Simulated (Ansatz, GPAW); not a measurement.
# Ballistic transport through butane-1,4-dithiol between two Pd chains, from relaxation to T(E), part 2 of 4

Wanted: T(E) of butane-1,4-dithiol between two Pd chains at a relaxed geometry in two programs, beside the unrelaxed structure.

GPAW 26.7.0 and Ansatz 0.2.0; Ansatz plane waves; relaxation of the junction with the lead ends held (the session's first sound run).

So far. Step 2 (Relaxing the atoms): The relaxation lowered the energy of the cell by 1.29 eV.

### Step 3. Plane-wave reference (PBE)

Plane waves give the reference curve, free of the bias of atom-centred orbitals.

This step: Ansatz plane waves; Landauer transmission by layers, zero bias (Ansatz 0.2.0).

input.yaml reads:

```yaml
crystal:
  lattice:
    - [11.0012535339, 0.0, 0.0]
    - [0.0, 9.382345116, 0.0]
    - [0.0, 0.0, 46.4990672789]
  atoms:
    - { symbol: Pd, position: [0.5, 0.5, 0.0268822596] }
    - { symbol: Pd, position: [0.5, 0.5, 0.0806467789] }
    - { symbol: Pd, position: [0.5, 0.5, 0.1344112982] }
    - { symbol: Pd, position: [0.5, 0.5, 0.1881758175] }
    - { symbol: Pd, position: [0.5, 0.5, 0.2419403368] }
    - { symbol: Pd, position: [0.5, 0.5, 0.2957048561] }
    - { symbol: Pd, position: [0.4289457648, 0.4528923163, 0.3461106127] }
    - { symbol: Pd, position: [0.5643646247, 0.5274698187, 0.3871988504] }
    - { symbol: S, position: [0.5484624453, 0.4145719828, 0.4282593193] }
    - { symbol: H, position: [0.5143159093, 0.6331960074, 0.4556298488] }
    - { symbol: C, position: [0.4840903577, 0.5223133196, 0.4578952033] }
    - { symbol: H, position: [0.6256189255, 0.4600640151, 0.4878200844] }
    - { symbol: H, position: [0.3845191977, 0.5198731012, 0.4560296357] }
    - { symbol: C, position: [0.5256209119, 0.4592441876, 0.4869362321] }
    - { symbol: H, position: [0.497694735, 0.3466575597, 0.4880455025] }
    - { symbol: H, position: [0.5017481113, 0.6535296999, 0.5119565885] }
    - { symbol: C, position: [0.4738560625, 0.5409318905, 0.513075279] }
    - { symbol: H, position: [0.6149421428, 0.4805662766, 0.5440091923] }
    - { symbol: H, position: [0.3738587446, 0.5400791535, 0.5121905769] }
    - { symbol: C, position: [0.5153793498, 0.4779656534, 0.5421246972] }
    - { symbol: H, position: [0.4852487064, 0.3670465601, 0.544402618] }
    - { symbol: S, position: [0.4507176221, 0.5859068289, 0.571688383] }
    - { symbol: Pd, position: [0.435704269, 0.4727584135, 0.6127184563] }
    - { symbol: Pd, position: [0.5708219379, 0.5472261678, 0.6538735975] }
    - { symbol: Pd, position: [0.5, 0.5, 0.7042951439] }
    - { symbol: Pd, position: [0.5, 0.5, 0.7580596632] }
    - { symbol: Pd, position: [0.5, 0.5, 0.8118241825] }
    - { symbol: Pd, position: [0.5, 0.5, 0.8655887018] }
    - { symbol: Pd, position: [0.5, 0.5, 0.9193532211] }
    - { symbol: Pd, position: [0.5, 0.5, 0.9731177404] }
kpoints:
  mp_grid: { grid: [1, 1, 2] }
hamiltonian:
  xc: pbe
scf:
  occupations: { method: fermi_dirac, width: 0.1 }
output:
  transmission:
    leads: [[0, 1]]
    e_range: [-2, 2]
    de: 0.025
    kmesh: [1, 1]
    reduced_basis: true
  write_potential: true
  write_density: true
  volumetric_format: npy
```

Started as:

```sh
> ansatz run input.yaml --threads 4 --pin off --max-ram 8192MiB --backend cpu --events-out ev --progress --plain --runs-dir out
```

Numbers of over 12 decimals in the logs are rounded to 6 here.

The program printed:

```text
[...]
Crystal: 30 atoms, lattice volume = 4799.520 Å³
Basis set: ecut = 420 eV, 93937 PW (Γ)
Bands: 195, of which v1, the nominal top of the filled ones, is band 162 counted from 1 (161 counted from 0)
Symmetry: 1 space group operations
[...]
k-points: 2
[...]
SCF iter   1: F=—  HF=-114463.964195 eV  |F-HF|=—  |Δ(HF+E_count)|=         —  Δρ=4.27e-3  dr2=1.49e0  ethr=1.77e-3  ⟨swp⟩=11.0  Hψ=2094  notcnv=0  defer=14
[...]
SCF iter  13: F=-114463.842681 eV  HF=-114463.842681 eV  |F-HF|=7.83e-8  |Δ(HF+E_count)|=   2.71e-7  Δρ=8.08e-7  dr2=5.35e-8  ethr=3.09e-11  ⟨swp⟩=24.0  Hψ=1708  notcnv=0
SCF 1 converged in 13 iterations: F = -114463.842681 eV  dr2 = 5.35e-8
[...]
transmission: 8 of 75 steps passed
transmission: 15 of 75 steps passed
[...]
transmission: 75 of 75 steps passed
WARN: The output density's exchange-correlation potential varies sharply where the density is thin. Do not read a vacuum level from v_tot or v_xc, or from such a field of the output density. On a cell that repeats whose density bears no net charge and no dipole along the vacuum's axis use v_es (v_loc + v_h of the components); under efield.dipole_correction with no amplitude use v_es + v_field, which holds any externa [...]
SCF converged after 13 iterations
Free energy (F): -114463.842681 eV
[...]
Internal energy: -114462.120179 eV  (E = F + TS)
E sigma→0 (E₀):  -114462.981430 eV
Entropy (-TS):   -1.722502 eV (-57.417 meV/atom)
Fermi energy:    -3.761830 eV
[...]
--- Band table (eV) ---
  k-point 0: bands = [... 158 lower, -3.9244, -3.8637, -3.7928, -3.7738, -3.7650, -3.7409, -3.6732, -3.6592, ... 29 higher]
  k-point 1: bands = [... 158 lower, -3.9192, -3.8644, -3.7827, -3.7738, -3.7646, -3.7455, -3.6839, -3.6592, ... 29 higher]
--- Transmission ---
  basis      : 911 plane waves across, 75 finite elements along
  points     : 1, standing for a mesh of 1 x 1
  filling    : by the input's occupations and mesh, since the crystals that have channels conduct as metals do. If one of these is a semiconductor, that mesh has misplaced its level
  energies   : 161 from -2.000000 to 2.000000 eV about the Fermi level, 0.025000 eV apart; the leads are filled to 0.000000 eV, and channels, transmission and decay are at 0.000000 eV
  crystal 0  : Pd1, at the sites [0, 1], period 2.5000 Å, over 30.00 Å; its Hamiltonian steps by up to 1.2 meV
    offset         : up to 0.0000 Å between an atom of the period and one for which it stands
    filled         : 10.4 meV under the level at which it is neutral
    channels       : 4.000000e0 a spin
    conductance    : 2.9940e14 S/m² at 300 K; may be off by some 0.0 % by where its bands' edges are placed, 0.1 % from the distance to neutral
  junction   : crystal 0 to crystal 0, 0.70 to 44.70 Å
    transmission   : 4.571807e-2 a spin
    conductance    : 3.2833e12 S/m² at 300 K (3.2870e12 on every other energy)
    error estimate : 0.1 % from the energy spacing and 0.1 % from band edges of the leads and from resonances (wavevectors taken as independent; lower de), 1.2 % from the steps of its leads' Hamiltonians or their offsets (lay more layers), 5.2 % from the distance to neutral
    resistance     : 3.0123e-1 Ω µm² beyond half of each lead's own
```

Elapsed: 2.4 h, on 4 threads of Arm Neoverse N1, shared host; peak memory 6.7 GiB.

In the SCF lines HF is the Harris–Foulkes energy and dr2 the Hartree energy of the density residual, in eV; the loop may stop once dr2 is under the threshold and the program's other checks hold. Hψ counts applications of the Hamiltonian.

Numbers from this step:

| Quantity | Value |
| --- | --- |
| free energy | -114463.8427 eV |
| smearing term TS | 1.723 eV |
| lead level | 0 eV from the Fermi level |
| transmission at the Fermi level (one spin) | 0.04572 |
| open channels of the lead at the Fermi level (one spin) | 4 |
| step of the potential along the lead | 1.2 meV |
| offset of the lead | 0 Å |
| filling of the lead less its bulk value, in size | 10.4 meV |
| conductance | 0.04374 G₀ |

One spin. The transmission, zone mean by energy, zero at the Fermi level:

```
energy (eV)  transmission, zone mean
     -2.000                   0.0452
     -1.900                   0.0204
     -1.800                   0.0100
     -1.700                  0.00640
     -1.600                  0.00576
     -1.500                  0.00744
     -1.400                   0.0156
     -1.300                   0.0822
     -1.200                    0.649
     -1.100                   0.0481
     -1.000                   0.0122
     -0.900                  0.00309
     -0.800                  0.00589
     -0.700                   0.0348
     -0.600                   0.0140
     -0.500                  0.00813
     -0.400                   0.0267
     -0.300                   0.0363
     -0.200                   0.0313
     -0.100                   0.0131
      0.000                   0.0457
      0.100                   0.0600
      0.150                   0.0783
      0.200                   0.0687
      0.300                   0.0604
      0.400                   0.0504
      0.500                   0.0404
      0.600                   0.0318
      0.700                   0.0251
      0.800                   0.0199
      0.900                   0.0160
      1.000                   0.0130
      1.100                   0.0108
      1.200                  0.00909
      1.300                  0.00776
      1.400                  0.00672
      1.500                  0.00591
      1.600                  0.00527
      1.700                  0.00478
      1.800                  0.00440
      1.900                  0.00413
      2.000                  0.00395
```

One spin. Open channels, zone mean against energy, zero at the Fermi level:

```csv
energy (eV),"open channels, zone mean"
-2.000,3
-1.900,3
-1.800,3
-1.700,3
-1.600,3
-1.500,3
-1.400,3
-1.300,3
-1.200,4
-1.100,5
-1.000,5
-0.900,5
-0.800,5
-0.700,5
-0.600,5
-0.500,4
-0.400,4
-0.300,4
-0.200,4
-0.100,4
0.000,4
0.100,4
0.200,1
0.300,1
0.400,1
0.500,1
0.600,1
0.700,1
0.800,1
0.900,1
1.000,1
1.100,1
1.200,1
1.300,1
1.400,1
1.500,1
1.600,1
1.700,1
1.800,1
1.900,1
2.000,1
```

Crystal 0, spin -, k parallel (0, 0); distinct values, listed up to 1.5 1/Å. Im kz of the slowest decaying states against energy, zero at the Fermi level:

```csv
energy (eV),decay 1 (Å⁻¹),decay 2 (Å⁻¹),decay 3 (Å⁻¹),decay 4 (Å⁻¹)
-2.0000,0.728,0.817,0.817,1.32
-1.7500,0.666,0.7,0.700,1.30
-1.5000,0.538,0.538,0.595,1.28
-1.2500,0.231,0.231,0.515,1.25
-1.0000,0.418,1.22,1.25,1.26
-0.7500,0.290,1.20,1.22,1.23
-0.5000,0.275,0.275,1.17,1.20
-0.2500,0.523,1.15,1.17,1.18
0.0000,0.658,1.12,1.15,1.15
0.2500,0.118,0.118,0.142,0.753
0.5000,0.205,0.205,0.266,0.826
0.7500,0.255,0.255,0.347,0.884
1.0000,0.288,0.288,0.411,0.933
1.2500,0.310,0.310,0.464,0.974
1.5000,0.323,0.324,0.509,0.952
1.7500,0.327,0.329,0.547,0.923
2.0000,0.324,0.326,0.581,0.887
```

Crystal 0, spin -, k parallel (0, 0). The Re kz of states that move upwards by energy, zero at the Fermi level:

```csv
energy (eV),channel 1 (Å⁻¹),channel 2 (Å⁻¹),channel 3 (Å⁻¹),channel 4 (Å⁻¹),channel 5 (Å⁻¹)
-2.000,-0.780,-0.780,0.603,-,-
-1.800,-0.710,-0.710,0.637,-,-
-1.600,-0.646,-0.646,0.672,-,-
-1.400,-0.585,-0.585,0.707,-,-
-1.200,-0.527,-0.527,0.0110,0.744,-
-1.000,-0.470,-0.469,0.494,0.494,0.783
-0.800,-0.413,-0.412,0.757,0.757,0.826
-0.600,-0.355,-0.354,0.873,1.12,1.12
-0.400,-0.293,-0.293,0.205,0.927,-
-0.200,-0.226,-0.225,0.335,0.993,-
0.000,-0.141,-0.140,0.425,1.08,-
0.200,0.497,-,-,-,-
0.400,0.558,-,-,-,-
0.600,0.609,-,-,-,-
0.800,0.655,-,-,-,-
1.000,0.695,-,-,-,-
1.200,0.732,-,-,-,-
1.400,0.765,-,-,-,-
1.600,0.796,-,-,-,-
1.800,0.825,-,-,-,-
2.000,0.853,-,-,-,-
```

The electrostatic potential energy of an electron (with the applied field's), less the Fermi level, planar mean oscillates, so the rows of the table below give means over windows of 2 Å about each position, cut where the curve ends. Its first 14 maxima inside the range that stand out by 2 % of the span (Å: eV): 2.5: 5.09, 4.9: 5.09, 7.6: 5.08, 10.0: 5.07, 12.5: 5.05, 15.0: 4.91, 17.0: 4.52, 19.0: 4.73, 20.6: 4.32, 21.9: 4.42, 23.2: 4.19, 24.6: 4.42, 25.9: 4.32, 27.5: 4.72. Its first 14 minima: 1.3: 3.82, 3.8: 3.81, 6.2: 3.81, 8.7: 3.80, 11.2: 3.79, 13.8: 3.75, 16.1: 3.64, 18.0: 3.65, 20.1: 4.06, 21.2: 3.54, 22.7: 3.44, 23.8: 3.44, 25.3: 3.54, 26.4: 4.05.

The electrostatic potential energy of an electron (with the applied field's), less the Fermi level, planar mean by z; means over each step:

```csv
z (Å),"electrostatic potential energy of an electron (with the applied field's), less the Fermi level, planar mean (eV)"
0,4.66
2,4.54
4,4.38
6,4.38
8,4.53
10,4.64
12,4.50
14,4.30
16,4.17
18,4.13
20,4.24
22,3.90
24,4.00
26,4.02
28,4.18
30,4.09
32,4.39
34,4.62
36,4.52
38,4.37
40,4.38
42,4.54
44,4.66
46,4.33
```

The valence density, planar mean oscillates, so the rows of the table below give means over windows of 2.47 Å about each position, cut where the curve ends. Its first 14 maxima inside the range that stand out by 2 % of the span (Å: e/Å³): 1.3: 0.164, 3.8: 0.166, 6.2: 0.166, 8.7: 0.166, 11.2: 0.164, 13.8: 0.165, 16.1: 0.166, 18.0: 0.167, 21.2: 0.0561, 22.7: 0.0557, 23.8: 0.0557, 25.3: 0.0561, 28.5: 0.167, 30.4: 0.166. Its first 14 minima: 2.5: 0.0117, 4.9: 0.0118, 7.6: 0.0118, 10.0: 0.0117, 12.5: 0.0117, 15.0: 0.0140, 17.0: 0.0258, 19.0: 0.0253, 21.9: 0.0310, 23.2: 0.0412, 24.6: 0.0309, 27.5: 0.0253, 29.5: 0.0257, 31.5: 0.0140.

Table of valence density, planar mean by z; means over each step:

z (Å), valence density, planar mean (e/Å³) and a bar from the least value:
```
     1.24      0.070 ###################
     3.71      0.070 ###################
     6.17      0.070 ###################
     8.64      0.070 ###################
    11.11      0.070 ###################
    13.58      0.071 ###################
    16.05      0.074 #####################
    18.52      0.077 ########################
    20.99      0.041 
    23.46      0.045 ###
    25.93      0.041 
    28.40      0.076 #######################
    30.87      0.073 #####################
    33.34      0.070 ###################
    35.81      0.070 ###################
    38.28      0.070 ###################
    40.75      0.070 ###################
    43.22      0.070 ###################
    45.69      0.087 ##############################
```

The largest of the program's own error estimates on the conductance is 5.2 %. T at the Fermi level is 0.0457 of 4 open channels a spin.

(Part 2 of 4 ends here.)

[Logs are printed without paths, hosts, clocks, repeated set-up lines and the standing remarks that a program may print on its own settings, such as how far it seeks lower states.]

[Hosts, paths, dates, database ids (printed as entryN), source tags and the programs' standing remarks are cut or masked in the printed files.]
